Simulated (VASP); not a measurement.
# Se (R-3m) in VASP: further runs

One crystal, Se, is run at these levels: PBE; tasks: relaxation of cell and atoms.

Everything below comes from runs of VASP 6.6.1. Logs are shortened: lines on timing, memory, paths and dates and some standing lists are left out, and cuts for length are marked.

### Step 1. The crystal as given

The structure is trigonal, space group R-3m (No. 166). Conventional cell: a = 3.850 Å, b = 3.850 Å, c = 2.645 Å, α = 90.00°, β = 90.00°, γ = 120.00°. Around Se (site symmetry -3m) lie 8 Se at 2.39 to 2.65 Å.

This isn't the form of Se at room conditions, which is trigonal, of chains.

### Step 2. Relaxation of cell and atoms, PBE, target pressure 125 GPa, at which the enthalpy is minimised

INCAR reads:

```
SYSTEM = Se
  PREC = Accurate
  ENCUT = 700
  EDIFF = 1E-7
  ISMEAR = 0
  SIGMA = 0.02
  LREAL = .False.
  LASPH = .True.
  NELM = 100
  ALGO = Normal
  ISIF = 3
  LWAVE = .False.
  LCHARG = .False.
  GGA = PE
  IBRION = 2
  NSW = 80
  EDIFFG = -0.002
  PSTRESS = 1250.0
```

KPOINTS reads:

```
Automatic mesh
0
Gamma
  15 15 15
  0 0 0
```

POSCAR reads:

```
Se
1.0
    1.9250000000      1.1113992700      0.8816666700
   -1.9250000000      1.1113992700      0.8816666700
    0.0000000000     -2.2227985400      0.8816666700
Se
1
Direct
    0.0000000000      0.0000000000      0.0000000000
```

Potentials or basis: VASP PAW PBE potentials, release 64 (Se).

Command:

```console
$ cat potpaw_PBE.64/Se/POTCAR > POTCAR
$ mpirun -np 1 vasp_std > vasp.out
```

OUTCAR:

```text
SYSTEM = Se
   PREC = Accurate
   ENCUT = 700
   EDIFF = 1E-7
   ISMEAR = 0
   LREAL = .False.
   LASPH = .True.
   NELM = 100
   ISIF = 3
   GGA = PE
   IBRION = 2
   NSW = 80
   EDIFFG = -0.002
   PSTRESS = 1250.0

 ion  position               nearest neighbor table
   1  0.000  0.000  0.000-

  LATTYP: Found a trigonal (rhomboedric) cell.
 ALAT       =     2.3912694232
 COS(alpha) =    -0.2960878580

  Lattice vectors:

 A1 = (   1.9250000000,   1.1113992700,   0.8816666700)
 A2 = (  -1.9250000000,   1.1113992700,   0.8816666700)
 A3 = (   0.0000000000,  -2.2227985400,   0.8816666700)

Analysis of symmetry for initial positions (statically):
=====================================================================
 Subroutine PRICEL returns:
 Original cell was already a primitive cell.

 Routine SETGRP: Setting up the symmetry group for a
 trigonal (rhombohedral) supercell.

 Subroutine GETGRP returns: Found 12 space group operations
 (whereof 12 operations were pure point group operations)
 out of a pool of 12 trial point group operations.

The static configuration has the point symmetry D_3d.

Analysis of symmetry for dynamics (positions and initial velocities):
=====================================================================
 Subroutine PRICEL returns:
 Original cell was already a primitive cell.

 Routine SETGRP: Setting up the symmetry group for a
 trigonal (rhombohedral) supercell.

 Subroutine GETGRP returns: Found 12 space group operations
 (whereof 12 operations were pure point group operations)
 out of a pool of 12 trial point group operations.

The dynamic configuration has the point symmetry D_3d.

 Subroutine INISYM returns: Found 12 space group operations
 (whereof 12 operations are pure point group operations),
 and found     1 'primitive' translations

----------------------------------------------------------------------------------------

                                     Primitive cell

  volume of cell :      11.3177

  direct lattice vectors                    reciprocal lattice vectors
     1.925000000  1.111399270  0.881666670     0.259740260  0.149961109  0.378071832
    -1.925000000  1.111399270  0.881666670    -0.259740260  0.149961109  0.378071832
     0.000000000 -2.222798540  0.881666670     0.000000000 -0.299922217  0.378071832

  length of vectors
     2.391269423  2.391269423  2.391269426     0.482588486  0.482588486  0.482588486

  position of ions in fractional coordinates (direct lattice)
     0.000000000  0.000000000  0.000000000

[... 93 lines left out ...]
   IMIX   =      4    mixing-type and parameters
     AMIX     =   0.40;   BMIX     =  1.00
     AMIX_MAG =   1.60;   BMIX_MAG =  1.00
  volume/ion in A,a.u.               =      11.32        76.38
  Fermi-wavevector in a.u.,A,eV,Ry     =   1.324971  2.503832 23.885687  1.755548
  Thomas-Fermi vector in A             =   2.454466
   LORBIT       =      0    0 simple, 1 ext, 2 COOP (PROOUT), +10 PAW based schemes
   GGA     = PE    functional components
   LHFCALC =     F    Hartree Fock is set to
   AEXX    =    0.0000 exact exchange contribution
   IVDW    =     0    specifies the selected vdW correction
   LEPSILON=     F    determine dielectric tensor
   LRPA    =     F    only Hartree local field effects (RPA)
 conjugate gradient relaxation of ions
 non-spin polarized calculation
 Gauss-broadening in eV      SIGMA  =   0.02
  energy-cutoff  :      700.00
  volume of cell :       11.32
 maximum number of plane-waves:       490
 NGX is ok and might be reduce to    24
   NGX = 11   NGY = 11   NGZ = 11

--------------------------------------- Ionic step        1  -------------------------------------------

 number of electron       6.0000000 magnetization

 Free energy of the ion-electron system (eV)
  ---------------------------------------------------
  ext. energy  EPLUGINS =         0.00000000
  ---------------------------------------------------
  free energy    TOTEN  =        -0.27147972 eV

  energy without entropy =       -0.27140845  energy(sigma->0) =       -0.27144408

------------------------ aborting loop because EDIFF is reached ----------------------------------------

  FORCE on cell =-STRESS in cart. coord.  units (eV):
  Direction    XX          YY          ZZ          XY          YZ          ZX
  --------------------------------------------------------------------------------------
  -------------------------------------------------------------------------------------
  Total       11.5607028     11.5607028     11.0690364      0.0000000      0.0000000      0.0000000
  in kB     1636.5840074   1636.5840128   1566.9815520      0.0000000      0.0000000      0.0000000
  external PRESSURE =     363.3831907 kB  Pullay stress =    1250.0000000 kB
[... 24 lines left out ...]
--------------------------------------- Ionic step        2  -------------------------------------------

 number of electron       6.0000000 magnetization

 E-fermi :   8.7222     XC(G=0): -11.7005

 val. band max:        8.7220604576   @ k =   0.1333   0.0667   0.0000
 cond. band min:       8.7482698936   @ k =   0.4000   0.4000   0.2000
 fundamental gap:      0.0262094359
 Fermi energy:         8.7221642746

 k-point     1 :       0.0000    0.0000    0.0000
  band No.  band energies     occupation
      1      -9.8750      2.00000
      2      12.0930      0.00000
      3      13.4561      0.00000
      4      13.4561      0.00000
      5      20.7326      0.00000
      6      20.7326      0.00000
      7      21.6322      0.00000
[... 299 lines left out ...]
  energy  without entropy=       -1.0186576946  energy(sigma->0) =       -1.01867195

  enthalpy is  TOTEN    =         8.4789304268 eV   P V=        9.4976166374

[... ionic steps 4 to 14 ...]

--------------------------------------- Ionic step       15  -------------------------------------------

 number of electron       6.0000000 magnetization

------------------------ aborting loop because EDIFF is reached ----------------------------------------
[... 69 lines left out ...]
--------------------------------------- Ionic step       17  -------------------------------------------

 number of electron       6.0000000 magnetization

 Free energy of the ion-electron system (eV)
  ---------------------------------------------------
  ext. energy  EPLUGINS =         0.00000000
  ---------------------------------------------------
  free energy    TOTEN  =        -0.92812661 eV

  energy without entropy =       -0.92808202  energy(sigma->0) =       -0.92810432

 E-fermi :  13.6939     XC(G=0): -13.1208

 val. band max:       13.6846827618   @ k =  -0.3333   0.2667   0.0667
 cond. band min:      13.7587988717   @ k =   0.3333   0.1333   0.0667
 fundamental gap:      0.0741161099
 Fermi energy:        13.6939019564

 k-point     1 :       0.0000    0.0000    0.0000
  band No.  band energies     occupation
      1      -8.9806      2.00000
      2      18.7215      0.00000
      3      20.8023      0.00000
      4      20.8023      0.00000
      5      25.9749      0.00000
      6      25.9749      0.00000
      7      28.1525      0.00000
[... 262 lines left out ...]
  energy  without entropy=       -0.9280820215  energy(sigma->0) =       -0.92810432

  enthalpy is  TOTEN    =         8.4770851508 eV   P V=        9.4052117633

 reached required accuracy - stopping structural energy minimisation
```

It took 3.1 min on 1 thread of Intel Xeon Platinum 8559C (Emerald Rapids), shared host; peak memory 0.18 GiB.

What came out:

```yaml
Free_energy: -0.9281 eV
Relaxed_volume: 12.06 Å³/atom
Relaxed_cell: a = 2.445 Å, b = 2.445 Å, c = 2.445 Å, α = 107.34°, β = 107.34°, γ = 107.34°
Space_group_after_relaxing_to_0.05_Å: R-3m (No. 166)
Energy_change_on_relaxing_the_enthalpy_is_what_falls: -656.6 meV/atom
Ionic_steps: 17
Pressure_after_relaxing: 125.0 GPa
Band_gap_on_the_k_mesh: none (metal or under the smearing width)
```

The path:
| step | energy change (eV) | largest force (eV/Å) | pressure (GPa) | volume (Å³) |
| --- | --- | --- | --- | --- |
| 1 | 0.0000 | 0.0000 | 161.34 | 11.32 |
| 2 | -2.3420 | 0.0000 | 30.36 | 16.06 |
| 3 | -0.7472 | 0.0000 | 120.04 | 12.17 |
| 4 | -0.6620 | 0.0000 | 124.78 | 12.06 |
| 5 | -0.6501 | 0.0000 | 125.44 | 12.05 |
| 6 | -0.6495 | 0.0000 | 125.43 | 12.05 |
| 7 | -0.6490 | 0.0000 | 125.42 | 12.05 |
| 8 | -0.6552 | 0.0000 | 125.08 | 12.05 |
| 9 | -0.6581 | 0.0000 | 124.92 | 12.06 |
| 10 | -0.6566 | 0.0000 | 124.97 | 12.06 |
| 11 | -0.6561 | 0.0000 | 125.02 | 12.05 |
| 12 | -0.6563 | 0.0000 | 125.02 | 12.05 |
| 13 | -0.6565 | 0.0000 | 125.01 | 12.05 |
| 14 | -0.6565 | 0.0000 | 125.01 | 12.05 |
| 15 | -0.6566 | 0.0000 | 125.01 | 12.05 |
| 16 | -0.6567 | 0.0000 | 125.01 | 12.06 |
| 17 | -0.6566 | 0.0000 | 125.00 | 12.06 |

Final structure:
```cif
data_structure
_symmetry_space_group_name_H-M 'P 1'
_symmetry_Int_Tables_number 1
_cell_length_a 2.4448
_cell_length_b 2.4448
_cell_length_c 2.4448
_cell_angle_alpha 107.339
_cell_angle_beta 107.339
_cell_angle_gamma 107.339
_cell_volume 12.06
loop_
_atom_site_label
_atom_site_type_symbol
_atom_site_fract_x
_atom_site_fract_y
_atom_site_fract_z
_atom_site_occupancy
Se1 Se 0.00000 0.00000 0.00000 1
```

Caveat: the cell is relaxed towards a set pressure, so the enthalpy falls and the energy may rise. Zero-point motion and thermal expansion aren't in these numbers.

### Step 3. Relaxation of cell and atoms, PBE, target pressure 125 GPa, at which the enthalpy is minimised

This run uses another cell than the first one, of 12.06 Å³/atom, 1.065 times its volume.

INCAR is that of step 2.

KPOINTS is that of step 2.

POSCAR reads:

```
Se                                      
1.0
    1.9695431561      1.1371162821      0.8971137597
   -1.9695431561      1.1371162821      0.8971137597
    0.0000000000     -2.2742325643      0.8971137597
  Se            
     1
Direct
     0.0000000000000000    0.0000000000000000    0.0000000000000000
```

Potentials or basis: VASP PAW PBE potentials, release 64 (Se).

Command:

```console
$ cat potpaw_PBE.64/Se/POTCAR > POTCAR
$ mpirun -np 1 vasp_std > vasp.out
```

OUTCAR:

```text
SYSTEM = Se
   PREC = Accurate
   ENCUT = 700
   EDIFF = 1E-7
   ISMEAR = 0
   LREAL = .False.
   LASPH = .True.
   NELM = 100
   ISIF = 3
   GGA = PE
   IBRION = 2
   NSW = 80
   EDIFFG = -0.002
   PSTRESS = 1250.0

 ion  position               nearest neighbor table
   1  0.000  0.000  0.000-

  LATTYP: Found a trigonal (rhomboedric) cell.
 ALAT       =     2.4447794953
 COS(alpha) =    -0.2980206738

  Lattice vectors:

 A1 = (   1.9695431561,   1.1371162821,   0.8971137597)
 A2 = (  -1.9695431561,   1.1371162821,   0.8971137597)
 A3 = (   0.0000000000,  -2.2742325643,   0.8971137597)

Analysis of symmetry for initial positions (statically):
=====================================================================
 Subroutine PRICEL returns:
 Original cell was already a primitive cell.

 Routine SETGRP: Setting up the symmetry group for a
 trigonal (rhombohedral) supercell.

 Subroutine GETGRP returns: Found 12 space group operations
 (whereof 12 operations were pure point group operations)
 out of a pool of 12 trial point group operations.

The static configuration has the point symmetry D_3d.

[... 165 lines left out ...]
 fundamental gap:      0.0740441769
 Fermi energy:        13.6938702749

 k-point     1 :       0.0000    0.0000    0.0000
  band No.  band energies     occupation
      1      -8.9806      2.00000
      2      18.7217      0.00000
      3      20.8021      0.00000
      4      20.8021      0.00000
      5      25.9748      0.00000
      6      25.9748      0.00000
      7      28.1527      0.00000
[... 221 lines left out ...]
 k-point    24 :       0.2000    0.1333    0.0000
  band No.  band energies     occupation
      1      -6.3817      2.00000
      2       9.9406      2.00000
      3      12.6926      2.00000
      4      17.1800      0.00000
      5      25.2759      0.00000
      6      27.6592      0.00000
      7      30.9297      0.00000

 [... further k-points ...]

------------------------ aborting loop because EDIFF is reached ----------------------------------------

  FORCE on cell =-STRESS in cart. coord.  units (eV):
  Direction    XX          YY          ZZ          XY          YZ          ZX
  --------------------------------------------------------------------------------------
  -------------------------------------------------------------------------------------
  Total        9.4059724      9.4059726      9.4050401      0.0000000     -0.0000000      0.0000000
  in kB     1250.1010990   1250.1011227   1249.9771915      0.0000000     -0.0000000      0.0000000
  external PRESSURE =       0.0598044 kB  Pullay stress =    1250.0000000 kB

 VOLUME and BASIS-vectors are now :
 -----------------------------------------------------------------------------
  energy-cutoff  :      700.00
  volume of cell :       12.06
      direct lattice vectors                 reciprocal lattice vectors
     1.969543156  1.137116282  0.897113760     0.253865978  0.146569589  0.371561945
    -1.969543156  1.137116282  0.897113760    -0.253865978  0.146569589  0.371561945
     0.000000000 -2.274232564  0.897113760     0.000000000 -0.293139179  0.371561945

 POSITION                                       TOTAL-FORCE (eV/Angst)
 -----------------------------------------------------------------------------------
      0.00000      0.00000      0.00000         0.000000      0.000000     -0.000000
 -----------------------------------------------------------------------------------
    total drift:                               -0.000000     -0.000000      0.000000

  FREE ENERGIE OF THE ION-ELECTRON SYSTEM (eV)
  ---------------------------------------------------
  free  energy   TOTEN  =        -0.9282011293 eV

  energy  without entropy=       -0.9281565514  energy(sigma->0) =       -0.92817884

  enthalpy is  TOTEN    =         8.4770106339 eV   P V=        9.4052117632

 reached required accuracy - stopping structural energy minimisation
```

Run time: 30 s. Hardware: 1 thread of Intel Xeon Platinum 8559C (Emerald Rapids), shared host; peak memory 0.18 GiB.

What came out:

| Item | Value |
| --- | --- |
| Free energy | -0.9282 eV |
| Pressure after relaxing | 125.0 GPa |
| Band gap on the k mesh | none (metal or under the smearing width) |

Final structure:
```
CELL_PARAMETERS angstrom
1.96954 1.13712 0.89711
-1.96954 1.13712 0.89711
0.00000 -2.27423 0.89711
ATOMIC_POSITIONS crystal
Se 0.00000 0.00000 0.00000
```

Caveat: the relaxation stopped at its first step, so nothing moved; the cell is relaxed towards a set pressure, so the enthalpy falls and the energy may rise.
